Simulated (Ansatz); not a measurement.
Runs of Ansatz 0.2.0 on CoO. Symmetry: Fm-3m, No. 225, cubic system. Conventional cell: a = 4.263 Å, b = 4.263 Å, c = 4.263 Å, α = 90.00°, β = 90.00°, γ = 90.00°. Co (site symmetry m-3m) has 6 O at 2.13 Å as nearest neighbours. O (site symmetry m-3m) is surrounded by 6 Co at 2.13 Å. 

```csv
task,level,cell,k mesh,cutoff (eV),smearing,points for each segment of the path,q mesh,mesh quality,gap on the mesh (eV),pressure (GPa),moment (μB),relaxed volume (Å³/atom)
relaxation of cell and atoms,r2SCAN+D4,relaxed,11 × 11 × 11,500,fermi-dirac 0.05 eV,-,-,not flagged,none,0.0,3.00,9.29
relaxation of cell and atoms,HSEsol,relaxed,6 × 6 × 6,420,fermi-dirac 0.05 eV,-,-,coarse,none,-,3.00,8.99
single point,PBE,as given,11 × 11 × 11,420,gaussian 0.018 eV,-,-,not flagged,none,-1.6,(b),-
band structure,revPBE,as given,11 × 11 × 11,420,fermi-dirac 0.05 eV,14,-,not flagged,none,(c),2.95,-
phonons,PBEsol,as given,8 × 8 × 8,420,fermi-dirac 0.05 eV,8,2 × 2 × 2,not flagged,none,-,2.93,-
band structure,PBEsol,as given,11 × 11 × 11,420,fermi-dirac 0.05 eV,14,-,not flagged,none,(a),2.96,-
relaxation of cell and atoms,RPBE+D4,relaxed,11 × 11 × 11,420,fermi-dirac 0.05 eV,-,-,not flagged,-,0.0,2.92,9.53
```

Alike in all rows: potentials or basis Ansatz PAW; spin collinear, ferromagnetic start.

Question: Fill in the values left out.

Answer: (a) -10.8; (b) 2.99; (c) 2.6.

Caveats: some runs use coarse meshes; a cell with one magnetic atom can't hold antiferromagnetic order, which such compounds often take; the PAW data sets come from PBE, with cores solved anew for the run's functional, which leaves a small shift of forces and pressure (some runs); semilocal functionals often make such compounds metallic where correlation or magnetic order opens a gap, which also shifts bond lengths (some runs); the plane-wave basis is chosen anew once the cell has moved, so the energies of steps on either side of that aren't comparable (some runs); the magnetic or orbital state may not be the lowest (some runs); the potentials were made for another functional, which shifts forces and pressure (some runs); pairwise dispersion overbinds metals, which lowers pressure and volume (some runs).

A k mesh can miss the band edges.

A gap of «none» marks a metal or a gap under the smearing width.

Not every run made on this cell is shown here.
